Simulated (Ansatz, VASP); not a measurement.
La: VASP beside Ansatz

File INCAR:

```
SYSTEM = La
PREC = Accurate ; ENCUT = 520
EDIFF = 1E-7 ; ISMEAR = -1
SIGMA = 0.05 ; LREAL = .FALSE.
LASPH = .TRUE. ; NELM = 80
ALGO = Normal ; ISIF = 2
LWAVE = .FALSE. ; LCHARG = .FALSE.
GGA = PE ; NBANDS = 12
```

File KPOINTS:

```
regular mesh
0
G
  9 9 9
  0 0 0
```

File POSCAR:

```
La
1.0
   -2.0804754144      2.0804754144      2.0804754144
    2.0804754144     -2.0804754144      2.0804754144
    2.0804754144      2.0804754144     -2.0804754144
La
1
Direct
    0.0000000000      0.0000000000      0.0000000000
```

The input input.yaml:

```yaml
crystal:
  lattice:
    - [-2.0804754144, 2.0804754144, 2.0804754144]
    - [2.0804754144, -2.0804754144, 2.0804754144]
    - [2.0804754144, 2.0804754144, -2.0804754144]
  atoms:
    - { symbol: La, position: [0.0, 0.0, 0.0] }
hamiltonian:
  xc: pbe
  pseudopotentials: { kind: paw }
kpoints:
  mp_grid: { grid: [9, 9, 9] }
scf:
  occupations: { method: fermi_dirac, width: 0.05 }
output:
  forces: true
  stress: true
  eigenvalues: true
```

Change from the starting cell: volume scaled by 0.94.

Alike in both runs: task single point; functional PBE; k mesh 9 × 9 × 9; occupations fermi-dirac, width 0.05 eV; no spin polarisation.

|  | VASP | Ansatz |
| --- | --- | --- |
| version | VASP 6.6.1 | Ansatz 0.2.0 |
| potentials or method | VASP PAW PBE potentials, release 64 (La) | Ansatz PAW |
| plane-wave cutoff (eV) | 520 | 420 |
| valence electrons in the cell | 11 | 11 |

Ansatz gave:

* gap on the k mesh at the Fermi level (eV): none
* pressure (GPa): 1.1

Question: Estimate VASP's values.

Answer: gap on the k mesh at the Fermi level (eV): none; pressure (GPa): 1.2.

A gap of «none» marks a metal or a gap that the smearing closes. With one functional, cell and mesh, what is left measures potentials, basis and numerics.

The runs have no spin-orbit coupling, so splittings on La are missing.
